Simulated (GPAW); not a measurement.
# Hf (Im-3m) in GPAW: single point with PBE

Aim: the single point of Hf with PBE.

Program: GPAW 26.7.0. These are calculated values, not measurements. Logs are shortened: lines on timing, memory, paths and dates and some standing lists are left out, and cuts for length are marked. The log counts tension as positive stress, the text compression.

### 1 Starting point

It takes space group Im-3m (No. 229, cubic). The conventional cell has a = 3.610 Å, b = 3.610 Å, c = 3.610 Å, α = 90.00°, β = 90.00°, γ = 90.00°. Around Hf (site symmetry m-3m) lie 8 Hf at 3.13 Å.

This isn't the form of Hf at room conditions, which is hcp.

### 2 Single point, PBE

run.py

```python
from ase.dft.bandgap import bandgap
from ase.io import write
from ase.spacegroup import crystal
from ase.units import GPa
from gpaw import GPAW, PW

# Hf 2a
atoms = crystal(['Hf'],
                basis=[[0.0, 0.0, 0.0]],
                spacegroup=229, setting=1,  # Im-3m
                cellpar=[3.61, 3.61, 3.61, 90.0, 90.0, 90.0],
                primitive_cell=True)

calc = GPAW(mode=PW(500),
            xc='PBE',
            kpts={'size': (8, 8, 8), 'gamma': True},
            occupations={'name': 'fermi-dirac', 'width': 0.05},
            nbands=14,
            maxiter=120,
            txt='gpaw.txt')
atoms.calc = calc
energy = atoms.get_potential_energy()
forces = atoms.get_forces()
stress = atoms.get_stress()
calc.write('gs.gpw')
write('result.traj', atoms)
print(f'Energy: {energy:.6f} eV')
print('Forces (eV/A):')
print(forces.round(4))
print('Stress (GPa):', (stress / GPa).round(3))
print('Fermi level:', round(calc.get_fermi_level(), 4), 'eV')
print(f'Gap: {bandgap(calc)[0]:.4f} eV, direct: {bandgap(calc, direct=True)[0]:.4f} eV')
```

Potentials or basis: GPAW PAW data sets (gpaw-data 1.2.1), pw.

Run with:

```
OMP_NUM_THREADS=1 python run.py
```

gpaw.txt:

```text
__  _  _
 | _ |_)|_||  |
 |__||  | ||/\| - 26.7.0

Input parameters:
  mode=PW(ecut=500.0),
  kpts=MonkhorstPack(size=(8, 8, 8), gamma=True),
  maxiter=120,
  nbands=14,
  occupations=Occupations(name='fermi-dirac', width=0.05),
  xc=XC(name='PBE')

Diagonalizing LCAO Hamiltonian
Converting LCAO to pw mode

       Hf

Atoms  # Å, Bohr magnetons
|   | symbol |        x |        y |        z |    initial magnetic moments |
|---|--------|----------|----------|----------|-----------------------------|
| 0 |     Hf | 0.000000 | 0.000000 | 0.000000 | ( 0.0000,  0.0000,  0.0000) |

Unit cell  # Å
| periodic |         x |         y |         z |  lengths |     angles |
|----------|-----------|-----------|-----------|----------|------------|
|      yes | -1.805000 |  1.805000 |  1.805000 | 3.126352 | 109.471221 |
|      yes |  1.805000 | -1.805000 |  1.805000 | 3.126352 | 109.471221 |
|      yes |  1.805000 |  1.805000 | -1.805000 | 3.126352 | 109.471221 |

Number of symmetries: 48
Symmetry operations  # r_c * U_cc + t_c -> r_c
|    | kind |            matrix            |
|----|------|------------------------------|
|  0 |  σ   |  1, 1, 1,  0, 0,-1,  0,-1, 0 |
|  1 |  C4  |  1, 1, 1,  0, 0,-1, -1, 0, 0 |
|  2 |  C2  |  1, 1, 1,  0,-1, 0,  0, 0,-1 |
|  3 |  S6  |  1, 1, 1,  0,-1, 0, -1, 0, 0 |
|  4 |  S6  |  1, 1, 1, -1, 0, 0,  0, 0,-1 |
|  5 |  C4  |  1, 1, 1, -1, 0, 0,  0,-1, 0 |
|  6 |  E   |  1, 0, 0,  0, 1, 0,  0, 0, 1 |
|  7 |  σ   |  1, 0, 0,  0, 1, 0, -1,-1,-1 |
|  8 |  σ   |  1, 0, 0,  0, 0, 1,  0, 1, 0 |
|  9 |  C3  |  1, 0, 0,  0, 0, 1, -1,-1,-1 |
| 10 |  C3  |  1, 0, 0, -1,-1,-1,  0, 1, 0 |
| 11 |  σ   |  1, 0, 0, -1,-1,-1,  0, 0, 1 |
| 12 |  σ   |  0, 1, 0,  1, 0, 0,  0, 0, 1 |
| 13 |  C2  |  0, 1, 0,  1, 0, 0, -1,-1,-1 |
| 14 |  C3  |  0, 1, 0,  0, 0, 1,  1, 0, 0 |
| 15 |  S4  |  0, 1, 0,  0, 0, 1, -1,-1,-1 |
| 16 |  S4  |  0, 1, 0, -1,-1,-1,  1, 0, 0 |
| 17 |  C3  |  0, 1, 0, -1,-1,-1,  0, 0, 1 |
| 18 |  C3  |  0, 0, 1,  1, 0, 0,  0, 1, 0 |
| 19 |  S4  |  0, 0, 1,  1, 0, 0, -1,-1,-1 |
| 20 |  σ   |  0, 0, 1,  0, 1, 0,  1, 0, 0 |
| 21 |  C3  |  0, 0, 1,  0, 1, 0, -1,-1,-1 |
| 22 |  C2  |  0, 0, 1, -1,-1,-1,  1, 0, 0 |
| 23 |  S4  |  0, 0, 1, -1,-1,-1,  0, 1, 0 |
| 24 |  C4  |  0, 0,-1,  1, 1, 1,  0,-1, 0 |
| 25 |  σ   |  0, 0,-1,  1, 1, 1, -1, 0, 0 |
| 26 |  S6  |  0, 0,-1,  0,-1, 0,  1, 1, 1 |
| 27 |  C2  |  0, 0,-1,  0,-1, 0, -1, 0, 0 |
| 28 |  C4  |  0, 0,-1, -1, 0, 0,  1, 1, 1 |
| 29 |  S6  |  0, 0,-1, -1, 0, 0,  0,-1, 0 |
| 30 |  S6  |  0,-1, 0,  1, 1, 1,  0, 0,-1 |
| 31 |  C4  |  0,-1, 0,  1, 1, 1, -1, 0, 0 |
| 32 |  C4  |  0,-1, 0,  0, 0,-1,  1, 1, 1 |
| 33 |  S6  |  0,-1, 0,  0, 0,-1, -1, 0, 0 |
| 34 |  σ   |  0,-1, 0, -1, 0, 0,  1, 1, 1 |
| 35 |  C2  |  0,-1, 0, -1, 0, 0,  0, 0,-1 |
| 36 |  C2  | -1, 0, 0,  1, 1, 1,  0, 0,-1 |
| 37 |  S6  | -1, 0, 0,  1, 1, 1,  0,-1, 0 |
| 38 |  S6  | -1, 0, 0,  0, 0,-1,  1, 1, 1 |
| 39 |  C2  | -1, 0, 0,  0, 0,-1,  0,-1, 0 |
| 40 |  C2  | -1, 0, 0,  0,-1, 0,  1, 1, 1 |
| 41 |  i   | -1, 0, 0,  0,-1, 0,  0, 0,-1 |
| 42 |  S4  | -1,-1,-1,  1, 0, 0,  0, 1, 0 |
| 43 |  C3  | -1,-1,-1,  1, 0, 0,  0, 0, 1 |
| 44 |  C3  | -1,-1,-1,  0, 1, 0,  1, 0, 0 |
| 45 |  σ   | -1,-1,-1,  0, 1, 0,  0, 0, 1 |
| 46 |  S4  | -1,-1,-1,  0, 0, 1,  1, 0, 0 |
| 47 |  C2  | -1,-1,-1,  0, 0, 1,  0, 1, 0 |

BZ-sampling:
  Number of BZ points: 512
  Number of IBZ points: 29

  Monkhorst-Pack size: [8, 8, 8]
  Monkhorst-Pack shift: [0.0625, 0.0625, 0.0625]

K-points  # in reciprocal-cell coordinates
|     |                                coordinates |     weight |
|-----|--------------------------------------------|------------|
|   0 | (  0.00000000,   0.00000000,   0.00000000) | 0.00195312 |
|   1 | (  0.12500000,   0.00000000,   0.00000000) | 0.02343750 |
|   2 | (  0.12500000,   0.12500000,  -0.12500000) | 0.01171875 |
|   3 | (  0.25000000,   0.00000000,  -0.12500000) | 0.04687500 |
|   4 | (  0.25000000,   0.00000000,   0.00000000) | 0.02343750 |
|   5 | (  0.25000000,   0.12500000,  -0.12500000) | 0.04687500 |
|   6 | (  0.25000000,   0.25000000,  -0.25000000) | 0.01171875 |
|   7 | (  0.25000000,   0.25000000,   0.25000000) | 0.00390625 |
|   8 | (  0.37500000,  -0.12500000,  -0.12500000) | 0.01562500 |
|   9 | (  0.37500000,   0.00000000,  -0.12500000) | 0.09375000 |
| ... |                                            |            |
|  28 | (  0.50000000,   0.50000000,   0.50000000) | 0.00195312 |

Plane wave coefficients: 611
Cutoff: 500.0 eV

Spin-components: 1 (collinear spins)
Bands:           14
Projectors:      6
Spin-degeneracy: 2
Datatype:        complex128

Parallelization:
  kpt:    1
  domain: 1
  band:   1

Density:
  Valence electrons: 12.0
  Components: 1
  Grid points: [18 18 18]
  Charge: 0.0  # |e|

Potential:
  Grid points: [18 18 18]

species:
  Hf:
    name:    Hafnium
    Z:       72.0
    valence: 12
    core:    60
    charge:  0.0  # [|e|]
    compensation charges:
      type: gauss
      rc: 0.41  # [Å]
      lmax: 2
    cutoffs:
      filter: 2.36  # [Å]
      core: 4.02  # [Å]
    projectors
    | kind |    occ | energy [eV] | rcut [Å] |
    |------|--------|-------------|----------|
    |   5s |  2.000 |     -66.831 |    1.397 |
    |   6s |  2.000 |      -5.097 |    1.397 |
    |   5p |  6.000 |     -35.599 |    1.307 |
    |   6p |  0.000 |      -1.401 |    1.307 |
    |   5d |  2.000 |      -2.699 |    1.334 |
    |    d |        |      24.513 |    1.334 |

    Using partial waves for Hf as LCAO basis

Reference energy: -409886.115275  # eV

eigensolver:
  PPCG
  Converge bands: occupied
  niter=2

density mixing:
  MSR1-Mixer
  Pratt-step length: 0.05
  Maximum mixing coefficient: 0.75
  Old densities: 10
  SVD Regularization: 0.005
  Good broyden scale: 1.0
  Trust region scale: 1.0
  Backstep threshold: 4.0
  History deletion threshold: 6.0
  Fourier metric: weight=20.0, sigma=0.015

occupation numbers:
  Fermi-Dirac:
    width: 0.0500  # eV

poisson solver:
  ecut: 4000.0  # eV

xc functional:
  name: PBE with 2 nearest neighbor stencil

convergence criteria:
- Maximum [total energy] change in last 3 cyles: 0.0005 eV / valence electron
- Maximum integral of absolute [dens]ity change: 0.0001 electrons / valence electron
- Maximum integral of absolute [eigenst]ate change: 4e-08 eV^2 / valence electron
maximum number of iterations: 120

SCF iterations
|iter     | |      energy | eigst |  dens |
|---------|-|-------------|-------|-------|
|iter:   1| |   -7.420196 | -0.29 |       |
|iter:   2| |   -7.402388 | -3.04 | -1.29 |
|iter:   3| |   -7.315971 | -1.94 | -1.32 |
|iter:   4| |   -7.320216 | -3.25 | -1.94 |
|iter:   5| |   -7.321346c| -4.44 | -2.35 |
|iter:   6| |   -7.321348c| -6.48 | -3.71 |
|iter:   7| |   -7.321348c| -7.36 | -4.14c|
|iter:   8| |   -7.321348c| -9.13c| -5.63c|

Converged in 8 steps
Energy contributions relative to reference atoms: (reference = -409886.115275)

Energy contributions:
  Kinetic:           2.526736
  Coulomb:          -2.746203
  Zero:             -0.495272
  External:          0.000000
  Xc:               -6.598426
  Entropy:          -0.016365
  Spinorbit:         0.000000
  ----------------------------
  Free energy:      -7.329530
  Extrapolated:     -7.321348

dipole moment: (-6.556501, -6.556501, -6.556501)  # |e|*Ang

Fermi level: 9.052
Eigenvalues  # (at kpt = [0.000, 0.000, 0.000])
| band index |      eig [eV] | occ [0-2] |
|------------|---------------|-----------|
|          0 |       -52.516 |     2.000 |
|          1 |       -21.013 |     2.000 |
|          2 |       -21.013 |     2.000 |
|          3 |       -21.013 |     2.000 |
|          4 |         2.206 |     2.000 |
|          5 |        10.540 |     0.000 |
|          6 |        10.540 |     0.000 |
|          7 |        10.540 |     0.000 |
|          8 |        13.159 |     0.000 |
|          9 |        13.159 |     0.000 |
|         10 |        22.251 |     0.000 |
|         11 |        22.251 |     0.000 |
|         12 |        22.251 |     0.000 |
|         13 |        31.088 |     0.000 |

No gap
No difference between direct/indirect transitions

Forces  # eV/Ang
|       x |       y |        z |
|---------|---------|----------|
| 0.00000 | 0.00000 | -0.00000 |  # Hf   0

Stress tensor  # eV/Ang^3
|         x |         y |         z |
|-----------|-----------|-----------|
|  0.031357 | -0.000000 | -0.000000 |
| -0.000000 |  0.031357 |  0.000000 |
| -0.000000 |  0.000000 |  0.031357 |

# Writing to gs.gpw (mode='')
```

Run time: 7.2 s. Hardware: 1 thread of Arm Neoverse V1, shared host; peak memory 0.13 GiB.

Results:

```yaml
Free_energy: -7.3295 eV
Pressure: -5.0 GPa
Band_gap_on_the_k_mesh: none (metal or under the smearing width)
```

Caveat: the cutoff is short for stress and forces, so pressures can be off by a GPa or more. The run has no spin-orbit coupling, so splittings on Hf are missing.
